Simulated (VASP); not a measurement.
# KF (Carobbiite) (Fm-3m) in VASP: a series of runs

One crystal, KF (Carobbiite), is run at these levels: PBE; tasks: relaxation of the atoms.

Everything below comes from runs of VASP 6.6.1. Logs are shortened: lines on timing, memory, paths and dates and some standing lists are left out, and cuts for length are marked.

## 1. The crystal as given

Symmetry: Fm-3m, No. 225, cubic system. The conventional cell has a = 5.421 Å, b = 5.421 Å, c = 5.421 Å, α = 90.00°, β = 90.00°, γ = 90.00°. K (site symmetry m-3m) is surrounded by 6 F at 2.71 Å. F (site symmetry m-3m) is surrounded by 6 K at 2.71 Å.

## 2. Relaxation of the atoms, PBE (a relaxed cell with its volume scaled by 0.98)

Contents of INCAR:

```
SYSTEM = KF
PREC = Accurate ; ENCUT = 600
EDIFF = 1E-7 ; ISMEAR = 0
SIGMA = 0.03 ; LREAL = .FALSE.
LASPH = .TRUE. ; NELM = 80
ALGO = Normal ; ISIF = 2
LWAVE = .FALSE. ; LCHARG = .FALSE.
GGA = PE ; IBRION = 2
NSW = 40 ; EDIFFG = -0.01
```

Contents of KPOINTS:

```
regular mesh
0
G
  10 10 10
  0 0 0
```

Contents of POSCAR:

```
KF                                      
1.0
    0.0000000000      2.6924809339      2.6924809339
    2.6924809339      0.0000000000      2.6924809339
    2.6924809339      2.6924809339      0.0000000000
  K               F             
     1     1
Direct
     0.0000000000000000    0.0000000000000000    0.0000000000000000
     0.5000000000000000    0.5000000000000000    0.5000000000000000
```

Potentials or basis: VASP PAW PBE potentials, release 64 (K_sv, F).

Command:

```
$ cat potpaw_PBE.64/K_sv/POTCAR potpaw_PBE.64/F/POTCAR > POTCAR
$ mpirun -np 1 vasp_std > vasp.out
```

OUTCAR:

```text
SYSTEM = KF
   PREC = Accurate
   ENCUT = 600
   EDIFF = 1E-7
   ISMEAR = 0
   LREAL = .FALSE.
   LASPH = .TRUE.
   NELM = 80
   ISIF = 2
   GGA = PE
   IBRION = 2
   NSW = 40
   EDIFFG = -0.01

 ion  position               nearest neighbor table
   1  0.000  0.000  0.000-   2 2.69   2 2.69   2 2.69   2 2.69   2 2.69   2 2.69
   2  0.500  0.500  0.500-   1 2.69   1 2.69   1 2.69   1 2.69   1 2.69   1 2.69

  LATTYP: Found a face centered cubic cell.
 ALAT       =     5.3849618678

  Lattice vectors:

 A1 = (   0.0000000000,   2.6924809339,   2.6924809339)
 A2 = (   2.6924809339,   0.0000000000,   2.6924809339)
 A3 = (   2.6924809339,   2.6924809339,   0.0000000000)

Analysis of symmetry for initial positions (statically):
=====================================================================
 Subroutine PRICEL returns:
 Original cell was already a primitive cell.

 Routine SETGRP: Setting up the symmetry group for a
 face centered cubic supercell.

 Subroutine GETGRP returns: Found 48 space group operations
 (whereof 48 operations were pure point group operations)
 out of a pool of 48 trial point group operations.

The static configuration has the point symmetry O_h .

Analysis of symmetry for dynamics (positions and initial velocities):
=====================================================================
 Subroutine PRICEL returns:
 Original cell was already a primitive cell.

 Routine SETGRP: Setting up the symmetry group for a
 face centered cubic supercell.

 Subroutine GETGRP returns: Found 48 space group operations
 (whereof 48 operations were pure point group operations)
 out of a pool of 48 trial point group operations.

The dynamic configuration has the point symmetry O_h .

 Subroutine INISYM returns: Found 48 space group operations
 (whereof 48 operations are pure point group operations),
 and found     1 'primitive' translations

----------------------------------------------------------------------------------------

                                     Primitive cell

  volume of cell :      39.0380

  direct lattice vectors                    reciprocal lattice vectors
     0.000000000  2.692480934  2.692480934    -0.185702336  0.185702336  0.185702336
     2.692480934  0.000000000  2.692480934     0.185702336 -0.185702336  0.185702336
     2.692480934  2.692480934  0.000000000     0.185702336  0.185702336 -0.185702336

  length of vectors
     3.807743053  3.807743053  3.807743053     0.321645882  0.321645882  0.321645882

  position of ions in fractional coordinates (direct lattice)
     0.000000000  0.000000000  0.000000000
     0.500000000  0.500000000  0.500000000

  ion indices of the primitive-cell ions
   primitive index   ion index
                 1           1
                 2           2

----------------------------------------------------------------------------------------

 KPOINTS: regular mesh

Automatic generation of k-mesh.
 Grid dimensions read from file:
 generate k-points for:   10   10   10

 Generating k-lattice:

  Cartesian coordinates                     Fractional coordinates (reciprocal lattice)
    -0.018570234  0.018570234  0.018570234     0.100000000  0.000000000  0.000000000
     0.018570234 -0.018570234  0.018570234     0.000000000  0.100000000  0.000000000
     0.018570234  0.018570234 -0.018570234     0.000000000  0.000000000  0.100000000

  Length of vectors
     0.032164588  0.032164588  0.032164588

  Shift w.r.t. Gamma in fractional coordinates (k-lattice)
     0.000000000  0.000000000  0.000000000

 Subroutine IBZKPT returns following result:
 ===========================================

 Found     47 irreducible k-points:

 Following reciprocal coordinates:
            Coordinates               Weight
  0.000000  0.000000  0.000000      1.000000
  0.100000  0.000000  0.000000      8.000000
  0.200000  0.000000  0.000000      8.000000
  0.300000  0.000000  0.000000      8.000000
  0.400000  0.000000  0.000000      8.000000
  0.500000  0.000000  0.000000      4.000000
[... 16 lines left out ...]
  0.300000  0.300000  0.000000      6.000000
  0.400000  0.300000  0.000000     24.000000
 [... further k-points ...]
   k-points           NKPTS =     47   k-points in BZ     NKDIM =     47   number of bands    NBANDS=     12
   number of dos      NEDOS =    301   number of ions     NIONS =      2
   total plane-waves  NPLWV =  27000
   dimension x,y,z NGX =    30 NGY =   30 NGZ =   30
   dimension x,y,z NGXF=    60 NGYF=   60 NGZF=   60
   ions per type =               1   1
   NGX,Y,Z   is equivalent  to a cutoff of  13.10, 13.10, 13.10 a.u.
   NGXF,Y,Z  is equivalent  to a cutoff of  26.20, 26.20, 26.20 a.u.
 SYSTEM =  KF
   PREC   = accura    normal or accurate (medium, high low for compatibility)
   ISTART =      0    job   : 0-new  1-cont  2-samecut
   ICHARG =      2    charge: 1-file 2-atom 10-const
   ISPIN  =      1    spin polarized calculation?
   LNONCOLLINEAR =      F non collinear calculations
   LSORBIT =      F    spin-orbit coupling
   LASPH  =      T    aspherical Exc in radial PAW
   ENCUT  =  600.0 eV  44.10 Ry    6.64 a.u.   7.61  7.61  7.61*2*pi/ulx,y,z
   NELM   =     80;   NELMIN=  2; NELMDL= -5     # of ELM steps
   EDIFF  = 0.1E-06   stopping-criterion for ELM
   LREAL  =      F    real-space projection
   EDIFFG = -.1E-01   stopping-criterion for IOM
   NSW    =     40    number of steps for IOM
   IBRION =      2    ionic relax: 0-MD 1-quasi-New 2-CG
   NFREE  =      1    steps in history (QN), initial steepest desc. (CG)
   ISIF   =      2    stress and relaxation
   ISYM   =      2    0-nonsym 1-usesym 2-fastsym
   POTIM  = 0.5000    time-step for ionic-motion
   TEBEG  =    0.0;   TEEND  =   0.0 temperature during run
   PSTRESS=    0.0 pullay stress
   NELECT =      16.0000    total number of electrons
   NUPDOWN=      -1.0000    fix difference up-down
   EMIN   =  10.00;   EMAX   =-10.00  energy-range for DOS
   EFERMI =   0.00;   METHOD = LEGACY
   ISMEAR =     0;   SIGMA  =   0.03  broadening in eV -4-tet -1-fermi 0-gaus
   EFERMI_NEDOS =   21; number of points for ismear=-14 and -15
   IALGO  =     38    algorithm
   IMIX   =      4    mixing-type and parameters
     AMIX     =   0.40;   BMIX     =  1.00
     AMIX_MAG =   1.60;   BMIX_MAG =  1.00
  volume/ion in A,a.u.               =      19.52       131.72
  Fermi-wavevector in a.u.,A,eV,Ry     =   1.216052  2.298005 20.120061  1.478783
  Thomas-Fermi vector in A             =   2.351419
   LORBIT       =      0    0 simple, 1 ext, 2 COOP (PROOUT), +10 PAW based schemes
   GGA     = PE    functional components
   LHFCALC =     F    Hartree Fock is set to
   AEXX    =    0.0000 exact exchange contribution
   IVDW    =     0    specifies the selected vdW correction
   LEPSILON=     F    determine dielectric tensor
   LRPA    =     F    only Hartree local field effects (RPA)
 conjugate gradient relaxation of ions
 non-spin polarized calculation
 Gauss-broadening in eV      SIGMA  =   0.03
  energy-cutoff  :      600.00
  volume of cell :       39.04
 maximum number of plane-waves:      1326
   NGX = 15   NGY = 15   NGZ = 15

 number of electron      15.9999992 magnetization

 Free energy of the ion-electron system (eV)
  ---------------------------------------------------
  ext. energy  EPLUGINS =         0.00000000
  ---------------------------------------------------
  free energy    TOTEN  =        -8.29863942 eV

  energy without entropy =       -8.29863942  energy(sigma->0) =       -8.29863942

 E-fermi :  -2.6548     XC(G=0):  -8.2994

 val. band max:       -2.8667459164   @ k =   0.0000   0.0000   0.0000
 cond. band min:       3.1813513936   @ k =   0.0000   0.0000   0.0000
 fundamental gap:      6.0480973099
 Fermi energy:        -2.6548424750

 k-point     1 :       0.0000    0.0000    0.0000
  band No.  band energies     occupation
      1     -29.0674      2.00000
      2     -21.5115      2.00000
      3     -12.3345      2.00000
      4     -12.3345      2.00000
      5     -12.3345      2.00000
      6      -2.8668      2.00000
      7      -2.8667      2.00000
      8      -2.8667      2.00000
      9       3.1814      0.00000
     10       7.7493      0.00000
     11       7.7493      0.00000
     12       7.7493      0.00000

 k-point     2 :       0.1000    0.0000    0.0000
  band No.  band energies     occupation
      1     -29.0594      2.00000
      2     -21.5186      2.00000
      3     -12.3599      2.00000
      4     -12.3380      2.00000
      5     -12.3380      2.00000
      6      -2.9565      2.00000
      7      -2.8994      2.00000
      8      -2.8994      2.00000
      9       3.4574      0.00000
     10       7.5801      0.00000
     11       7.8821      0.00000
     12       7.8821      0.00000

 k-point     3 :       0.2000    0.0000    0.0000
  band No.  band energies     occupation
      1     -29.0384      2.00000
      2     -21.5375      2.00000
      3     -12.4260      2.00000
      4     -12.3469      2.00000
      5     -12.3469      2.00000
      6      -3.1701      2.00000
      7      -2.9833      2.00000
      8      -2.9833      2.00000
      9       4.1956      0.00000
     10       7.2678      0.00000
     11       8.2377      0.00000
     12       8.2377      0.00000

 k-point     4 :       0.3000    0.0000    0.0000
  band No.  band energies     occupation
      1     -29.0121      2.00000
      2     -21.5609      2.00000
      3     -12.5067      2.00000
      4     -12.3578      2.00000
      5     -12.3578      2.00000
      6      -3.4024      2.00000
      7      -3.0845      2.00000
      8      -3.0845      2.00000
      9       5.1560      0.00000
     10       7.1031      0.00000
     11       8.6720      0.00000
     12       8.6720      0.00000

 k-point     5 :       0.4000    0.0000    0.0000
  band No.  band energies     occupation
      1     -28.9907      2.00000
      2     -21.5801      2.00000
      3     -12.5713      2.00000
      4     -12.3666      2.00000
      5     -12.3666      2.00000
      6      -3.5720      2.00000
      7      -3.1646      2.00000
      8      -3.1646      2.00000
      9       5.8991      0.00000
     10       7.2957      0.00000
     11       8.9882      0.00000
     12       8.9883      0.00000
[... 228 lines left out ...]
      1     -28.9848      2.00000
      2     -21.5669      2.00000
      3     -12.5734      2.00000
      4     -12.5030      2.00000
      5     -12.3715      2.00000
      6      -3.4730      2.00000
      7      -3.1764      2.00000
      8      -3.0238      2.00000
      9       6.1091      0.00000
     10       6.9598      0.00000
     11       8.7494      0.00000
     12       9.3009      0.00000

 k-point    22 :      -0.2000    0.2000    0.0000
  band No.  band energies     occupation
      1     -29.0041      2.00000
      2     -21.5584      2.00000
      3     -12.4855      2.00000
      4     -12.4848      2.00000
      5     -12.3468      2.00000
      6      -3.4172      2.00000
      7      -3.1414      2.00000
      8      -2.9618      2.00000
      9       5.4042      0.00000
     10       6.8775      0.00000
     11       8.7774      0.00000
     12       8.8141      0.00000

 k-point    23 :       0.3000    0.3000    0.0000
  band No.  band energies     occupation
      1     -28.9977      2.00000
      2     -21.5393      2.00000
      3     -12.5755      2.00000
      4     -12.4625      2.00000
      5     -12.4625      2.00000
      6      -3.3266      2.00000
      7      -2.9235      2.00000
      8      -2.9235      2.00000
      9       5.5430      0.00000
     10       5.9378      0.00000
     11       9.4697      0.00000
     12       9.6877      0.00000

 k-point    24 :       0.4000    0.3000    0.0000
  band No.  band energies     occupation
      1     -28.9822      2.00000
      2     -21.5397      2.00000
      3     -12.6688      2.00000
      4     -12.4924      2.00000
      5     -12.4813      2.00000
      6      -3.2730      2.00000
      7      -2.9743      2.00000
      8      -2.9531      2.00000
      9       5.7897      0.00000
     10       6.2445      0.00000
     11       9.0762      0.00000
     12       9.9993      0.00000

 [... further k-points ...]

------------------------ aborting loop because EDIFF is reached ----------------------------------------

  FORCE on cell =-STRESS in cart. coord.  units (eV):
  Direction    XX          YY          ZZ          XY          YZ          ZX
  --------------------------------------------------------------------------------------
  -------------------------------------------------------------------------------------
  Total        0.1441532      0.1441532      0.1441532      0.0000000     -0.0000000     -0.0000000
  in kB        5.9162560      5.9162560      5.9162560      0.0000000     -0.0000000     -0.0000000
  external PRESSURE =       5.9162560 kB  Pullay stress =       0.0000000 kB

 VOLUME and BASIS-vectors are now :
 -----------------------------------------------------------------------------
  energy-cutoff  :      600.00
  volume of cell :       39.04
      direct lattice vectors                 reciprocal lattice vectors
     0.000000000  2.692480934  2.692480934    -0.185702336  0.185702336  0.185702336
     2.692480934  0.000000000  2.692480934     0.185702336 -0.185702336  0.185702336
     2.692480934  2.692480934  0.000000000     0.185702336  0.185702336 -0.185702336

 POSITION                                       TOTAL-FORCE (eV/Angst)
 -----------------------------------------------------------------------------------
      0.00000      0.00000      0.00000         0.000000     -0.000000     -0.000000
      2.69248      2.69248      2.69248        -0.000000      0.000000      0.000000
 -----------------------------------------------------------------------------------
    total drift:                                0.000000      0.000000      0.000000

  FREE ENERGIE OF THE ION-ELECTRON SYSTEM (eV)
  ---------------------------------------------------
  free  energy   TOTEN  =        -8.2986394202 eV

  energy  without entropy=       -8.2986394202  energy(sigma->0) =       -8.29863942

 reached required accuracy - stopping structural energy minimisation
```

Wall time 20 s (1 thread of Intel Xeon Platinum 8488C (Sapphire Rapids), shared host); peak memory 0.17 GiB.

Results:

| Quantity | Value |
| --- | --- |
| Free energy | -8.2986 eV |
| Pressure after relaxing | 0.6 GPa |
| Band gap on the k mesh | 6.05 eV, direct |

Final structure:
```
K F
1.0
     0.00000    2.69248    2.69248
     2.69248    0.00000    2.69248
     2.69248    2.69248    0.00000
K F
1 1
Direct
  0.00000 0.00000 0.00000
  0.50000 0.50000 0.50000
```

Caveat: the relaxation stopped at its first step, so nothing moved. A k mesh can miss the band edges.

## 3. Relaxation of the atoms, PBE

INCAR is that of step 2.

KPOINTS is that of step 2.

Contents of POSCAR:

```
KF                                      
1.0
    0.0000000000      2.7106739245      2.7106739245
    2.7106739245      0.0000000000      2.7106739245
    2.7106739245      2.7106739245      0.0000000000
  K               F             
     1     1
Direct
     0.0000000000000000    0.0000000000000000    0.0000000000000000
     0.5000000000000000    0.5000000000000000    0.5000000000000000
```

Potentials or basis: VASP PAW PBE potentials, release 64 (K_sv, F).

Command:

```
$ cat potpaw_PBE.64/K_sv/POTCAR potpaw_PBE.64/F/POTCAR > POTCAR
$ mpirun -np 1 vasp_std > vasp.out
```

It took 18 s on 1 thread of Intel Xeon Platinum 8488C (Sapphire Rapids), shared host; peak memory 0.18 GiB.

Results (log left out):

| Item | Value |
| --- | --- |
| Free energy | -8.3012 eV |
| Pressure after relaxing | 0.0 GPa |
| Band gap on the k mesh | 5.95 eV, direct |

Final structure:
```
K F
1.0
     0.00000    2.71067    2.71067
     2.71067    0.00000    2.71067
     2.71067    2.71067    0.00000
K F
1 1
Direct
  0.00000 0.00000 0.00000
  0.50000 0.50000 0.50000
```

Levels at points of the mesh, in eV from the valence-band top:
| k point | band 6 | band 7 | band 8 | band 9 | band 10 | band 11 |
| --- | --- | --- | --- | --- | --- | --- |
| (0.00, 0.00, 0.00) | 0.00 | 0.00 | 0.00 | 5.95 | 10.56 | 10.56 |
| (0.50, 0.00, 0.00) | -0.75 | -0.31 | -0.31 | 8.89 | 10.29 | 11.87 |
| (0.50, 0.50, 0.00) | -0.23 | -0.07 | -0.07 | 8.16 | 10.07 | 11.47 |

Caveat: the relaxation stopped at its first step, so nothing moved.

## 4. Relaxation of the atoms, PBE (a relaxed cell with its volume scaled by 1.02)

INCAR is that of step 3.

KPOINTS is that of step 3.

Contents of POSCAR:

```
KF                                      
1.0
    0.0000000000      2.7286259306      2.7286259306
    2.7286259306      0.0000000000      2.7286259306
    2.7286259306      2.7286259306      0.0000000000
  K               F             
     1     1
Direct
     0.0000000000000000    0.0000000000000000    0.0000000000000000
     0.5000000000000000    0.5000000000000000    0.5000000000000000
```

Command:

```
$ cat potpaw_PBE.64/K_sv/POTCAR potpaw_PBE.64/F/POTCAR > POTCAR
$ mpirun -np 1 vasp_std > vasp.out
```

Wall time 19 s (1 thread of Intel Xeon Platinum 8488C (Sapphire Rapids), shared host); peak memory 0.18 GiB.

It converged, with:

* Free energy: -8.3006 eV
* Pressure after relaxing: -0.6 GPa
* Band gap on the k mesh: 5.85 eV, direct

Final structure:
```
K F
1.0
     0.00000    2.72863    2.72863
     2.72863    0.00000    2.72863
     2.72863    2.72863    0.00000
K F
1 1
Direct
  0.00000 0.00000 0.00000
  0.50000 0.50000 0.50000
```

Levels at points of the mesh, in eV from the valence-band top:
```csv
k point,band 4,band 5,band 6,band 7,band 8,band 9,band 10,band 11,band 12
"(0.00, 0.00, 0.00)",-9.61,-9.61,0.00,0.00,0.00,5.85,10.50,10.50,10.50
"(0.50, 0.00, 0.00)",-9.64,-9.64,-0.72,-0.30,-0.30,8.80,10.14,11.77,11.77
"(0.50, 0.50, 0.00)",-9.78,-9.78,-0.24,-0.07,-0.07,8.14,9.96,11.32,13.28
```

Caveat: the relaxation stopped at its first step, so nothing moved.

## 5. The runs side by side

| cell | gap on the mesh (eV) | pressure (GPa) |
| --- | --- | --- |
| atoms relaxed from: a relaxed cell with its volume scaled by 0.98 | 6.05 | 0.6 |
| atoms relaxed | 5.95 | 0.0 |
| atoms relaxed from: a relaxed cell with its volume scaled by 1.02 | 5.85 | -0.6 |

Alike in all rows: task relaxation of the atoms; level PBE; potentials or basis VASP PAW PBE potentials, release 64 (K_sv, F); no spin polarisation; k mesh 10 × 10 × 10; cutoff (eV) 600; smearing gaussian 0.03 eV.

Caveats: the relaxation stopped at its first step, so nothing moved.

Total energies depend on the potentials used, so only differences within one code and one set of settings carry meaning.
